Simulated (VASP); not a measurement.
# MgS (F-43m) in VASP: electric field gradients with PBEsol+D4

Aim: the electric field gradients of MgS with PBEsol+D4.

Everything below comes from runs of VASP 6.6.1. Logs are shortened: lines on timing, memory, paths and dates and some standing lists are left out, and cuts for length are marked.

## (1) The structure

The structure is cubic, space group F-43m (No. 216). Conventional cell: a = 5.666 Å, b = 5.666 Å, c = 5.666 Å, α = 90.00°, β = 90.00°, γ = 90.00°. Around S (site symmetry -43m) lie 4 Mg at 2.45 Å. Mg (site symmetry -43m) is surrounded by 4 S at 2.45 Å.

The cell comes from a database or a generator and needn't be the stable form of this composition.

## (2) Electric field gradients, PBEsol+D4

The input, INCAR:

```
SYSTEM = MgS
  ALGO = Normal
  EDIFF = 1E-8
  ENCUT = 520
  GGA = PS
  ISIF = 2
  ISMEAR = 0
  IVDW = 13
  LASPH = .True.
  LCHARG = .False.
  LEFG = .True.
  LREAL = .False.
  LWAVE = .False.
  NBANDS = 11
  NELM = 100
  PREC = Accurate
  SIGMA = 0.01
```

The input, KPOINTS:

```
k-points
0
Gamma
  8 8 8
  0 0 0
```

The input, POSCAR:

```
MgS
1.0
    0.0000000000      2.8331200468      2.8331200468
    2.8331200468      0.0000000000      2.8331200468
    2.8331200468      2.8331200468      0.0000000000
S Mg
1 1
Direct
    0.2500000000      0.2500000000      0.2500000000
    0.0000000000      0.0000000000      0.0000000000
```

Potentials or basis: VASP PAW PBE potentials, release 64 (S, Mg).

Started as:

```bash
cat potpaw_PBE.64/S/POTCAR potpaw_PBE.64/Mg/POTCAR > POTCAR
mpirun -np 1 vasp_std > vasp.out
```

OUTCAR:

```text
SYSTEM = MgS
   EDIFF = 1E-8
   ENCUT = 520
   GGA = PS
   ISIF = 2
   ISMEAR = 0
   IVDW = 13
   LASPH = .True.
   LREAL = .False.
   NELM = 100
   PREC = Accurate

 ion  position               nearest neighbor table
   1  0.250  0.250  0.250-   2 2.45   2 2.45   2 2.45   2 2.45
   2  0.000  0.000  0.000-   1 2.45   1 2.45   1 2.45   1 2.45

  LATTYP: Found a face centered cubic cell.
 ALAT       =     5.6662400936

  Lattice vectors:

 A1 = (   0.0000000000,   2.8331200468,   2.8331200468)
 A2 = (   2.8331200468,   0.0000000000,   2.8331200468)
 A3 = (   2.8331200468,   2.8331200468,   0.0000000000)

Analysis of symmetry for initial positions (statically):
=====================================================================
 Subroutine PRICEL returns:
 Original cell was already a primitive cell.

 Routine SETGRP: Setting up the symmetry group for a
 face centered cubic supercell.

 Subroutine GETGRP returns: Found 24 space group operations
 (whereof 24 operations were pure point group operations)
 out of a pool of 48 trial point group operations.

The static configuration has the point symmetry T_d .

Analysis of symmetry for dynamics (positions and initial velocities):
=====================================================================
 Subroutine PRICEL returns:
 Original cell was already a primitive cell.

 Routine SETGRP: Setting up the symmetry group for a
 face centered cubic supercell.

 Subroutine GETGRP returns: Found 24 space group operations
 (whereof 24 operations were pure point group operations)
 out of a pool of 48 trial point group operations.

The dynamic configuration has the point symmetry T_d .

 Subroutine INISYM returns: Found 24 space group operations
 (whereof 24 operations are pure point group operations),
 and found     1 'primitive' translations

----------------------------------------------------------------------------------------

                                     Primitive cell

  volume of cell :      45.4805

  direct lattice vectors                    reciprocal lattice vectors
     0.000000000  2.833120047  2.833120047    -0.176483874  0.176483874  0.176483874
     2.833120047  0.000000000  2.833120047     0.176483874 -0.176483874  0.176483874
     2.833120047  2.833120047  0.000000000     0.176483874  0.176483874 -0.176483874

  length of vectors
     4.006636794  4.006636794  4.006636794     0.305679036  0.305679036  0.305679036

  position of ions in fractional coordinates (direct lattice)
     0.250000000  0.250000000  0.250000000
     0.000000000  0.000000000  0.000000000

  ion indices of the primitive-cell ions
   primitive index   ion index
                 1           1
                 2           2

----------------------------------------------------------------------------------------

 KPOINTS: k-points

Automatic generation of k-mesh.
 Grid dimensions read from file:
 generate k-points for:    8    8    8

 Generating k-lattice:

  Cartesian coordinates                     Fractional coordinates (reciprocal lattice)
    -0.022060484  0.022060484  0.022060484     0.125000000  0.000000000  0.000000000
     0.022060484 -0.022060484  0.022060484     0.000000000  0.125000000  0.000000000
     0.022060484  0.022060484 -0.022060484     0.000000000  0.000000000  0.125000000

  Length of vectors
     0.038209879  0.038209879  0.038209879

  Shift w.r.t. Gamma in fractional coordinates (k-lattice)
     0.000000000  0.000000000  0.000000000

 Subroutine IBZKPT returns following result:
 ===========================================

 Found     29 irreducible k-points:

 Following reciprocal coordinates:
            Coordinates               Weight
  0.000000  0.000000  0.000000      1.000000
  0.125000  0.000000  0.000000      8.000000
  0.250000  0.000000  0.000000      8.000000
  0.375000  0.000000  0.000000      8.000000
  0.500000  0.000000  0.000000      4.000000
  0.125000  0.125000  0.000000      6.000000
[... 16 lines left out ...]
  0.500000  0.250000  0.125000     48.000000
 -0.375000  0.250000  0.125000     24.000000
 [... further k-points ...]
   k-points           NKPTS =     29   k-points in BZ     NKDIM =     29   number of bands    NBANDS=     11
   number of dos      NEDOS =    301   number of ions     NIONS =      2
   total plane-waves  NPLWV =  27000
   dimension x,y,z NGX =    30 NGY =   30 NGZ =   30
   dimension x,y,z NGXF=    60 NGYF=   60 NGZF=   60
   ions per type =               1   1
   NGX,Y,Z   is equivalent  to a cutoff of  12.45, 12.45, 12.45 a.u.
   NGXF,Y,Z  is equivalent  to a cutoff of  24.90, 24.90, 24.90 a.u.
 SYSTEM =  MgS
   PREC   = accura    normal or accurate (medium, high low for compatibility)
   ISTART =      0    job   : 0-new  1-cont  2-samecut
   ICHARG =      2    charge: 1-file 2-atom 10-const
   ISPIN  =      1    spin polarized calculation?
   LNONCOLLINEAR =      F non collinear calculations
   LSORBIT =      F    spin-orbit coupling
   LASPH  =      T    aspherical Exc in radial PAW
   ENCUT  =  520.0 eV  38.22 Ry    6.18 a.u.   7.45  7.45  7.45*2*pi/ulx,y,z
   NELM   =    100;   NELMIN=  2; NELMDL= -5     # of ELM steps
   EDIFF  = 0.1E-07   stopping-criterion for ELM
   LREAL  =      F    real-space projection
   EDIFFG = 0.1E-06   stopping-criterion for IOM
   NSW    =      0    number of steps for IOM
   IBRION =     -1    ionic relax: 0-MD 1-quasi-New 2-CG
   NFREE  =      0    steps in history (QN), initial steepest desc. (CG)
   ISIF   =      2    stress and relaxation
   ISYM   =      2    0-nonsym 1-usesym 2-fastsym
   POTIM  = 0.5000    time-step for ionic-motion
   TEBEG  =    0.0;   TEEND  =   0.0 temperature during run
   PSTRESS=    0.0 pullay stress
   NELECT =       8.0000    total number of electrons
   NUPDOWN=      -1.0000    fix difference up-down
   EMIN   =  10.00;   EMAX   =-10.00  energy-range for DOS
   EFERMI =   0.00;   METHOD = LEGACY
   ISMEAR =     0;   SIGMA  =   0.01  broadening in eV -4-tet -1-fermi 0-gaus
   EFERMI_NEDOS =   21; number of points for ismear=-14 and -15
   IALGO  =     38    algorithm
   IMIX   =      4    mixing-type and parameters
     AMIX     =   0.40;   BMIX     =  1.00
     AMIX_MAG =   1.60;   BMIX_MAG =  1.00
  volume/ion in A,a.u.               =      22.74       153.46
  Fermi-wavevector in a.u.,A,eV,Ry     =   0.917269  1.733386 11.447692  0.841382
  Thomas-Fermi vector in A             =   2.042218
   LORBIT       =      0    0 simple, 1 ext, 2 COOP (PROOUT), +10 PAW based schemes
   GGA     = PS    functional components
   LHFCALC =     F    Hartree Fock is set to
   AEXX    =    0.0000 exact exchange contribution
   IVDW    =    13    specifies the selected vdW correction
   LEPSILON=     F    determine dielectric tensor
   LRPA    =     F    only Hartree local field effects (RPA)
 non-spin polarized calculation
 Gauss-broadening in eV      SIGMA  =   0.01
  energy-cutoff  :      520.00
  volume of cell :       45.48
 maximum number of plane-waves:      1243
 NGX is ok and might be reduce to    30
   NGX = 15   NGY = 15   NGZ = 15

 number of electron       8.0000001 magnetization

 Free energy of the ion-electron system (eV)
  ---------------------------------------------------
  ext. energy  EPLUGINS =         0.00000000
  ---------------------------------------------------
  free energy    TOTEN  =        -8.91697813 eV

  energy without entropy =       -8.91697813  energy(sigma->0) =       -8.91697813

 E-fermi :   1.1027     XC(G=0):  -8.5679

 val. band max:        0.9866477696   @ k =   0.0000   0.0000   0.0000
 cond. band min:       4.2715851615   @ k =   0.0000   0.0000   0.0000
 fundamental gap:      3.2849373919
 Fermi energy:         1.1027380506

 k-point     1 :       0.0000    0.0000    0.0000
  band No.  band energies     occupation
      1     -10.2748      2.00000
      2       0.9866      2.00000
      3       0.9866      2.00000
      4       0.9866      2.00000
      5       4.2716      0.00000
      6       8.8535      0.00000
      7       8.8535      0.00000
      8       8.8535      0.00000
      9      11.7655      0.00000
     10      11.7655      0.00000
     11      14.5152      0.00000
[... 309 lines left out ...]
 k-point    24 :      -0.3750    0.2500    0.1250
  band No.  band energies     occupation
      1      -9.4731      2.00000
      2      -1.8300      2.00000
      3      -0.3303      2.00000
      4       0.3301      2.00000
      5       6.9085      0.00000
      6       7.3554      0.00000
      7       9.6251      0.00000
      8       9.7418      0.00000
      9      12.2826      0.00000
     10      13.7006      0.00000
     11      15.1117      0.00000

 [... further k-points ...]

------------------------ aborting loop because EDIFF is reached ----------------------------------------

  DFT-D4 for vdW energy calculation

  Edisp (eV):   -0.26436

  FORCE on cell =-STRESS in cart. coord.  units (eV):
  Direction    XX          YY          ZZ          XY          YZ          ZX
  --------------------------------------------------------------------------------------
  -------------------------------------------------------------------------------------
  Total      -0.40549    -0.40549    -0.40549    -0.00000    -0.00000     0.00000
  in kB     -14.28443   -14.28443   -14.28443    -0.00000    -0.00000     0.00000
  external pressure =      -14.28 kB  Pullay stress =        0.00 kB

 VOLUME and BASIS-vectors are now :
 -----------------------------------------------------------------------------
  energy-cutoff  :      520.00
  volume of cell :       45.48
      direct lattice vectors                 reciprocal lattice vectors
     0.000000000  2.833120047  2.833120047    -0.176483874  0.176483874  0.176483874
     2.833120047  0.000000000  2.833120047     0.176483874 -0.176483874  0.176483874
     2.833120047  2.833120047  0.000000000     0.176483874  0.176483874 -0.176483874

 POSITION                                       TOTAL-FORCE (eV/Angst)
 -----------------------------------------------------------------------------------
      1.41656      1.41656      1.41656         0.000000      0.000000      0.000000
      0.00000      0.00000      0.00000        -0.000000     -0.000000     -0.000000
 -----------------------------------------------------------------------------------
    total drift:                                0.000000      0.000000      0.000000

  FREE ENERGIE OF THE ION-ELECTRON SYSTEM (eV)
  ---------------------------------------------------
  free  energy   TOTEN  =        -9.1813431161 eV

  energy  without entropy=       -9.1813431161  energy(sigma->0) =       -9.18134312

 Electric field gradients (V/A^2)
---------------------------------------------------------------------
 ion       V_xx      V_yy      V_zz      V_xy      V_xz      V_yz
---------------------------------------------------------------------
   1      -0.000    -0.000     0.000    -0.000    -0.000    -0.000
   2       0.000    -0.000     0.000    -0.000    -0.000    -0.000
---------------------------------------------------------------------

 Electric field gradients after diagonalization (V/A^2)
 (convention: |V_zz| > |V_xx| > |V_yy|)
----------------------------------------------------------------------
 ion       V_xx      V_yy      V_zz     asymmetry (V_yy - V_xx)/ V_zz
----------------------------------------------------------------------
   1       0.000     0.000    -0.001       0.000
   2       0.000     0.000    -0.000       0.000
----------------------------------------------------------------------

           NMR quadrupolar parameters

 Cq : quadrupolar parameter    Cq=e*Q*V_zz/h
 eta: asymmetry parameters     (V_yy - V_xx)/ V_zz
 Q  : nuclear electric quadrupole moment in mb (millibarn)
----------------------------------------------------------------------
 ion       Cq(MHz)       eta       Q (mb)
----------------------------------------------------------------------
   1      -0.000       0.000       1.000
   2      -0.000       0.000       1.000
----------------------------------------------------------------------
```

Run time: 28 s. Hardware: 1 thread of Intel Xeon Platinum 8559C (Emerald Rapids), shared host; peak memory 0.16 GiB.

What came out:

```
Free energy                : -9.1813 eV
Pressure                   : -1.4 GPa
Band gap on the k mesh     : 3.29 eV, direct
Dispersion energy per atom : -0.132 eV
```

Electric field gradients, principal values (V/Å²):
| atom | Vxx | Vyy | Vzz |
| --- | --- | --- | --- |
| 1 S | 0.000 | 0.000 | -0.001 |
| 2 Mg | 0.000 | 0.000 | 0.000 |

Caveat: the PAW data sets were made with another functional, which shifts forces and pressure a little. As with any semilocal functional, this PBEsol gap is likely too small.
